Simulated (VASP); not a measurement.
# Pt (Fm-3m) in VASP: elastic constants with LDA

Aim: the elastic constants of Pt with LDA.

All numbers are computed with VASP 6.6.1; they aren't measurements. Logs are shortened: lines on timing, memory, paths and dates and some standing lists are left out, and cuts for length are marked.

**1. The structure**

Symmetry: Fm-3m, No. 225, cubic system. The conventional cell has a = 3.943 Å, b = 3.943 Å, c = 3.943 Å, α = 90.00°, β = 90.00°, γ = 90.00°. Pt (site symmetry m-3m) has 12 Pt at 2.79 Å as nearest neighbours.

**2. Elastic constants, LDA**

Input file POSCAR:

```
Pt
1.0
    0.0000000000      1.9715751800      1.9715751800
    1.9715751800      0.0000000000      1.9715751800
    1.9715751800      1.9715751800      0.0000000000
Pt
1
Direct
    0.0000000000      0.0000000000      0.0000000000
```

Input file INCAR.step1:

```
SYSTEM = Pt
ALGO = Normal ; EDIFF = 1E-8
EDIFFG = -0.002 ; ENCUT = 600
GGA = CA ; IBRION = 2
ISIF = 3 ; ISMEAR = 0
LASPH = .True. ; LCHARG = .False.
LREAL = .False. ; LWAVE = .False.
NELM = 100 ; NSW = 40
PREC = Accurate ; SIGMA = 0.1
```

Input file INCAR.step2:

```
SYSTEM = Pt
ALGO = Normal ; EDIFF = 1E-8
ENCUT = 600 ; GGA = CA
IBRION = 6 ; ISIF = 3
ISMEAR = 0 ; LASPH = .True.
LCHARG = .False. ; LREAL = .False.
LWAVE = .False. ; NELM = 100
NFREE = 2 ; NSW = 1
POTIM = 0.015 ; PREC = Accurate
SIGMA = 0.1
```

Input file KPOINTS:

```
k-points
0
Gamma
  18 18 18
  0 0 0
```

Potentials or basis: VASP PAW LDA potentials, release 64 (Pt).

The run is started by

```
$ cat potpaw_LDA.64/Pt/POTCAR > POTCAR
$ cp INCAR.step1 INCAR
$ mpirun -np 1 vasp_std > vasp.out
$ cp CONTCAR POSCAR
$ cp INCAR.step2 INCAR
$ mpirun -np 1 vasp_std > vasp.out
```

OUTCAR:

```text
SYSTEM = Pt
   EDIFF = 1E-8
   ENCUT = 600
   GGA = CA
   IBRION = 6
   ISIF = 3
   ISMEAR = 0
   LASPH = .True.
   LREAL = .False.
   NELM = 100
   NFREE = 2
   NSW = 1
   POTIM = 0.015
   PREC = Accurate

 ion  position               nearest neighbor table
   1  0.000  0.000  0.000-

  LATTYP: Found a face centered cubic cell.
 ALAT       =     3.8974033243

  Lattice vectors:

 A1 = (   0.0000000000,   1.9487016621,   1.9487016621)
 A2 = (   1.9487016621,   0.0000000000,   1.9487016621)
 A3 = (   1.9487016621,   1.9487016621,   0.0000000000)

Analysis of symmetry for initial positions (statically):
=====================================================================
 Subroutine PRICEL returns:
 Original cell was already a primitive cell.

 Routine SETGRP: Setting up the symmetry group for a
 face centered cubic supercell.

 Subroutine GETGRP returns: Found 48 space group operations
 (whereof 48 operations were pure point group operations)
 out of a pool of 48 trial point group operations.

The static configuration has the point symmetry O_h .

Analysis of symmetry for dynamics (positions and initial velocities):
=====================================================================
 Subroutine PRICEL returns:
 Original cell was already a primitive cell.

 Routine SETGRP: Setting up the symmetry group for a
 face centered cubic supercell.

 Subroutine GETGRP returns: Found 48 space group operations
 (whereof 48 operations were pure point group operations)
 out of a pool of 48 trial point group operations.

The dynamic configuration has the point symmetry O_h .

 Subroutine INISYM returns: Found 48 space group operations
 (whereof 48 operations are pure point group operations),
 and found     1 'primitive' translations

----------------------------------------------------------------------------------------

                                     Primitive cell

  volume of cell :      14.8001

  direct lattice vectors                    reciprocal lattice vectors
     0.000000000  1.948701662  1.948701662    -0.256581092  0.256581092  0.256581092
     1.948701662  0.000000000  1.948701662     0.256581092 -0.256581092  0.256581092
     1.948701662  1.948701662  0.000000000     0.256581092  0.256581092 -0.256581092

  length of vectors
     2.755880320  2.755880320  2.755880320     0.444411487  0.444411487  0.444411487

  position of ions in fractional coordinates (direct lattice)
     0.000000000  0.000000000  0.000000000

  ion indices of the primitive-cell ions
   primitive index   ion index
                 1           1

----------------------------------------------------------------------------------------

 KPOINTS: k-points

Automatic generation of k-mesh.
 Grid dimensions read from file:
 generate k-points for:   18   18   18

 Generating k-lattice:

  Cartesian coordinates                     Fractional coordinates (reciprocal lattice)
    -0.014254505  0.014254505  0.014254505     0.055555556  0.000000000  0.000000000
     0.014254505 -0.014254505  0.014254505     0.000000000  0.055555556  0.000000000
     0.014254505  0.014254505 -0.014254505     0.000000000  0.000000000  0.055555556

  Length of vectors
     0.024689527  0.024689527  0.024689527

  Shift w.r.t. Gamma in fractional coordinates (k-lattice)
     0.000000000  0.000000000  0.000000000

 Subroutine IBZKPT returns following result:
 ===========================================

 Found    195 irreducible k-points:

 Following reciprocal coordinates:
            Coordinates               Weight
  0.000000  0.000000  0.000000      1.000000
  0.055556  0.000000  0.000000      8.000000
  0.111111  0.000000  0.000000      8.000000
  0.166667  0.000000  0.000000      8.000000
  0.222222  0.000000  0.000000      8.000000
  0.277778  0.000000  0.000000      8.000000
[... 16 lines left out ...]
 -0.277778  0.055556  0.000000     24.000000
 -0.222222  0.055556  0.000000     24.000000
 [... further k-points ...]
   k-points           NKPTS =    195   k-points in BZ     NKDIM =    195   number of bands    NBANDS=      9
   number of dos      NEDOS =    301   number of ions     NIONS =      1
   total plane-waves  NPLWV =  13824
   dimension x,y,z NGX =    24 NGY =   24 NGZ =   24
   dimension x,y,z NGXF=    48 NGYF=   48 NGZF=   48
[... 27 lines left out ...]
   EFERMI =   0.00;   METHOD = LEGACY
   ISMEAR =     0;   SIGMA  =   0.10  broadening in eV -4-tet -1-fermi 0-gaus
   EFERMI_NEDOS =   21; number of points for ismear=-14 and -15
   IALGO  =     38    algorithm
   IMIX   =      4    mixing-type and parameters
     AMIX     =   0.40;   BMIX     =  1.00
     AMIX_MAG =   1.60;   BMIX_MAG =  1.00
  volume/ion in A,a.u.               =      14.80        99.88
  Fermi-wavevector in a.u.,A,eV,Ry     =   1.436546  2.714678 28.077851  2.063664
  Thomas-Fermi vector in A             =   2.555722
   LORBIT       =      0    0 simple, 1 ext, 2 COOP (PROOUT), +10 PAW based schemes
   GGA     = CA    functional components
   LHFCALC =     F    Hartree Fock is set to
   AEXX    =    0.0000 exact exchange contribution
   IVDW    =     0    specifies the selected vdW correction
   LEPSILON=     F    determine dielectric tensor
   LRPA    =     F    only Hartree local field effects (RPA)
 finite differences with symmetry
 non-spin polarized calculation
 Gauss-broadening in eV      SIGMA  =   0.10
  energy-cutoff  :      600.00
  volume of cell :       14.80
 maximum number of plane-waves:       531
 NGX is ok and might be reduce to    24
   NGX = 11   NGY = 11   NGZ = 11

--------------------------------------- Ionic step        1  -------------------------------------------

 number of electron      10.0000000 magnetization

 number of electron       9.9999999 magnetization

 Free energy of the ion-electron system (eV)
  ---------------------------------------------------
  ext. energy  EPLUGINS =         0.00000000
  ---------------------------------------------------
  free energy    TOTEN  =        -7.50720353 eV

  energy without entropy =       -7.49684635  energy(sigma->0) =       -7.50202494

------------------------ aborting loop because EDIFF is reached ----------------------------------------

  FORCE on cell =-STRESS in cart. coord.  units (eV):
  Direction    XX          YY          ZZ          XY          YZ          ZX
  --------------------------------------------------------------------------------------
  -------------------------------------------------------------------------------------
  Total       -0.0013290     -0.0013290     -0.0013290     -0.0000000      0.0000000      0.0000000
  in kB       -0.1438678     -0.1438678     -0.1438678     -0.0000000      0.0000000      0.0000000
  external PRESSURE =      -0.1438678 kB  Pullay stress =       0.0000000 kB
[... 86 lines left out ...]
  FREE ENERGIE OF THE ION-ELECTRON SYSTEM (eV)
  ---------------------------------------------------
  free  energy   TOTEN  =        -7.5031797933 eV

  energy  without entropy=       -7.4931804360  energy(sigma->0) =       -7.49818011

[... ionic steps 4 to 12 ...]

--------------------------------------- Ionic step       13  -------------------------------------------

 number of electron       9.9999999 magnetization

------------------------ aborting loop because EDIFF is reached ----------------------------------------
[... 65 lines left out ...]
--------------------------------------- Ionic step       15  -------------------------------------------

 number of electron      10.0000000 magnetization

 Free energy of the ion-electron system (eV)
  ---------------------------------------------------
  ext. energy  EPLUGINS =         0.00000000
  ---------------------------------------------------
  free energy    TOTEN  =        -7.50720346 eV

  energy without entropy =       -7.49684627  energy(sigma->0) =       -7.50202487

 E-fermi :  11.5121     XC(G=0): -13.7970

 val. band max:       11.5072931203   @ k =  -0.3333   0.3889   0.1111
 cond. band min:      11.5251012541   @ k =   0.3889   0.2222   0.0000
 fundamental gap:      0.0178081338
 Fermi energy:        11.5120899946

 k-point     1 :       0.0000    0.0000    0.0000
  band No.  band energies     occupation
      1       1.0510      2.00000
      2       7.5710      2.00000
      3       7.5710      2.00000
      4       7.5710      2.00000
      5       9.8316      2.00000
      6       9.8316      2.00000
      7      26.0759      0.00000
      8      31.1038      0.00000
      9      31.1038      0.00000
[... 265 lines left out ...]
 k-point    24 :      -0.2222    0.0556    0.0000
  band No.  band energies     occupation
      1       3.1269      2.00000
      2       7.0673      2.00000
      3       7.9819      2.00000
      4       8.0507      2.00000
      5       9.6183      2.00000
      6      10.3269      2.00000
      7      25.2853      0.00000
      8      28.0973      0.00000
      9      32.7269      0.00000

 [... further k-points ...]
[... 5 lines left out ...]
  --------------------------------------------------------------------------------------
  -------------------------------------------------------------------------------------
  Total       -0.0013403     -0.0013403     -0.0013403      0.0000000     -0.0000000     -0.0000000
  in kB       -0.1450884     -0.1450884     -0.1450884      0.0000000     -0.0000000     -0.0000000
  external PRESSURE =      -0.1450884 kB  Pullay stress =       0.0000000 kB
[... 16 lines left out ...]
  FREE ENERGIE OF THE ION-ELECTRON SYSTEM (eV)
  ---------------------------------------------------
  free  energy   TOTEN  =        -7.5072034602 eV

  energy  without entropy=       -7.4968462748  energy(sigma->0) =       -7.50202487

 INTERNAL STRAIN TENSORS FROM STRAINED CELLS
 ============================================

 INTERNAL STRAIN TENSOR FOR ION    1 for displacements in x,y,z  (eV/Angst):
          X           Y           Z          XY          YZ          ZX
  --------------------------------------------------------------------------------
  x     0.00000    -0.00000    -0.00000    -0.00000    -0.00000     0.00000
  y     0.00000     0.00000     0.00000    -0.00000     0.00000     0.00000
  z    -0.00000     0.00000    -0.00000    -0.00000     0.00000     0.00000

 INTERNAL STRAIN TENSORS FROM DISPLACED ATOMS
 ============================================

 INTERNAL STRAIN TENSOR FOR ION    1 for displacements in x,y,z  (eV/Angst):
          X           Y           Z          XY          YZ          ZX
  --------------------------------------------------------------------------------
  x     0.00000     0.00000     0.00000     0.00000     0.00000     0.00000
  y     0.00000     0.00000     0.00000     0.00000     0.00000     0.00000
  z     0.00000     0.00000     0.00000     0.00000     0.00000     0.00000

 Eigenvectors and eigenvalues of the dynamical matrix
 ----------------------------------------------------

   1 f/i=    0.000000 THz     0.000000 2PiTHz    0.000000 cm-1     0.000000 meV
             X         Y         Z           dx          dy          dz
      0.000000  0.000000  0.000000     0.483954    0.875093    0.000000

   2 f/i=    0.000000 THz     0.000000 2PiTHz    0.000000 cm-1     0.000000 meV
             X         Y         Z           dx          dy          dz
      0.000000  0.000000  0.000000    -0.875093    0.483954    0.000000

   3 f/i=    0.000000 THz     0.000000 2PiTHz    0.000000 cm-1     0.000000 meV
             X         Y         Z           dx          dy          dz
      0.000000  0.000000  0.000000     0.000000    0.000000    1.000000

--------------------------------------------------------------------------------------------------------

 ELASTIC MODULI CONTR FROM IONIC RELAXATION (kBar)
 Direction    XX          YY          ZZ          XY          YZ          ZX
 --------------------------------------------------------------------------------
 XX           0.0000      0.0000      0.0000      0.0000      0.0000      0.0000
 YY           0.0000      0.0000      0.0000      0.0000      0.0000      0.0000
 ZZ           0.0000      0.0000      0.0000      0.0000      0.0000      0.0000
 XY           0.0000      0.0000      0.0000      0.0000      0.0000      0.0000
 YZ           0.0000      0.0000      0.0000      0.0000      0.0000      0.0000
 ZX           0.0000      0.0000      0.0000      0.0000      0.0000      0.0000
 --------------------------------------------------------------------------------

 TOTAL ELASTIC MODULI (kBar)
 Direction    XX          YY          ZZ          XY          YZ          ZX
 --------------------------------------------------------------------------------
 XX        3775.4425   2717.4994   2717.4994      0.0000     -0.0000     -0.0000
 YY        2717.4994   3775.4425   2717.4994     -0.0000     -0.0000      0.0000
 ZZ        2717.4994   2717.4994   3775.4425     -0.0000     -0.0000     -0.0000
 XY           0.0000     -0.0000     -0.0000    780.2556      0.0000      0.0000
 YZ          -0.0000     -0.0000     -0.0000      0.0000    780.2556      0.0000
 ZX          -0.0000      0.0000     -0.0000      0.0000      0.0000    780.2556
 --------------------------------------------------------------------------------
```

Run time: 9.1 min. Hardware: 1 thread of Intel Xeon Platinum 8488C (Sapphire Rapids), shared host; peak memory 0.59 GiB.

Results:

```
Relaxed volume                         : 14.80 Å³/atom
Relaxed cell                           : a = 2.756 Å, b = 2.756 Å, c = 2.756 Å, α = 60.00°, β = 60.00°, γ = 60.00°
Space group after relaxing (to 0.05 Å) : Fm-3m (No. 225)
Elastic constants C11, C12, C44        : 378, 272, 78 GPa
Voigt bulk modulus                     : 307 GPa
```

The path:
| step | energy change (eV) | largest force (eV/Å) | pressure (GPa) | volume (Å³) |
| --- | --- | --- | --- | --- |
| 1 | 0.0000 | 0.0000 | -9.77 | 15.33 |
| 2 | 0.1534 | 0.0000 | 41.75 | 13.35 |
| 3 | -0.0167 | 0.0000 | -0.44 | 14.82 |
| 4 | -0.0167 | 0.0000 | -0.08 | 14.80 |
| 5 | -0.0167 | 0.0000 | 0.14 | 14.79 |
| 6 | -0.0167 | 0.0000 | -0.33 | 14.82 |
| 7 | -0.0167 | 0.0000 | 0.00 | 14.80 |

Final structure:
```cif
data_structure
_symmetry_space_group_name_H-M 'P 1'
_symmetry_Int_Tables_number 1
_cell_length_a 2.7559
_cell_length_b 2.7559
_cell_length_c 2.7559
_cell_angle_alpha 60.000
_cell_angle_beta 60.000
_cell_angle_gamma 60.000
_cell_volume 14.80
loop_
_atom_site_label
_atom_site_type_symbol
_atom_site_fract_x
_atom_site_fract_y
_atom_site_fract_z
_atom_site_occupancy
Pt1 Pt 0.00000 0.00000 0.00000 1
```

Elastic tensor in Voigt notation (GPa, in the Cartesian axes of the cell as first typed):
```
378 272 272   0   0   0
272 378 272   0   0   0
272 272 378   0   0   0
  0   0   0  78   0   0
  0   0   0   0  78   0
  0   0   0   0   0  78
```

Clamped-ion elastic tensor (GPa):
```
378 272 272   0   0   0
272 378 272   0   0   0
272 272 378   0   0   0
  0   0   0  78   0   0
  0   0   0   0  78   0
  0   0   0   0   0  78
```
